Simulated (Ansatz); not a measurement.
The system is Mo.

```
Mo
1.0
    -1.58381    1.58381    1.58381
     1.58381   -1.58381    1.58381
     1.58381    1.58381   -1.58381
Mo
1
Direct
  0.00000 0.00000 0.00000
```

Base run:

* Program: Ansatz 0.2.0
* Functional: BPBE
* Potentials or basis: Ansatz PAW
* Cutoff: 420 eV
* Density cutoff: 1680 eV
* k mesh: 12 × 12 × 12
* Occupations: fermi-dirac, width 0.05 eV
* Spin: no spin polarisation

Its results: band gap on the k mesh none (metal or under the smearing width); pressure -2.1 GPa.

Question: After a change of settings the same cell gave: band gap on the k mesh none (metal or under the smearing width); pressure -14.2 GPa. Which change was it?
A. functional from BPBE to BLYP; k mesh from 12 × 12 × 12 to 7 × 7 × 7
B. functional from BPBE to RPBE; k mesh from 12 × 12 × 12 to 7 × 7 × 7
C. functional from BPBE to PBE; occupations from fermi-dirac, width 0.05 eV to gaussian, width 0.1 eV
D. functional from BPBE to LDA

Answer: D.

Caveats: the PAW data sets come from PBE, with cores solved anew for the run's functional, which leaves a small shift of forces and pressure; the potentials were made for another functional, which shifts forces and pressure (some runs).

Not every run made on this cell is shown here.
